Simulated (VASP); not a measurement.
Crystal: Ni.

```
CELL_PARAMETERS angstrom
-1.39845 1.39845 1.39845
1.39845 -1.39845 1.39845
1.39845 1.39845 -1.39845
ATOMIC_POSITIONS crystal
Ni 0.00000 0.00000 0.00000
```

The cell was built by a generator and needn't be a form met in nature.

| Property | Result |
| --- | --- |
| Program | VASP 6.6.1 |
| Task | relaxation of cell and atoms |
| Functional | BLYP |
| Potentials or basis | VASP PAW PBE potentials, release 64 (Ni) |
| Cutoff | 600 eV |
| k mesh | 16 × 16 × 16 |
| Occupations | fermi-dirac, width 0.05 eV |
| Spin | collinear spin, typed start |
| Starting moments | [0.8] μB |

At the start: pressure 10.1 GPa; volume 10.94 Å³/atom.

**Question.** How do energy, volume and symmetry change on relaxing?

**Answer.** Over 3 steps the energy falls by 18.2 meV/atom and the volume is 11.55 Å³/atom (+5.6 %); space group Im-3m (No. 229, to 0.05 Å); moment 0.55 μB per cell.

The path:
```csv
step,energy change (eV),largest force (eV/Å),pressure (GPa),volume (Å³)
1,0.0000,0.0000,10.06,10.94
2,-0.0077,0.0000,-6.33,12.06
3,-0.0182,0.0000,-0.04,11.55
```

Final structure:
```yaml
crystal:
  lattice:
    - [-1.42419, 1.42419, 1.42419]
    - [1.42419, -1.42419, 1.42419]
    - [1.42419, 1.42419, -1.42419]
  atoms:
    - { symbol: Ni, position: [0.00000, 0.00000, 0.00000] }
```

Caveat: the PAW data sets were made with another functional, which shifts forces and pressure a little.
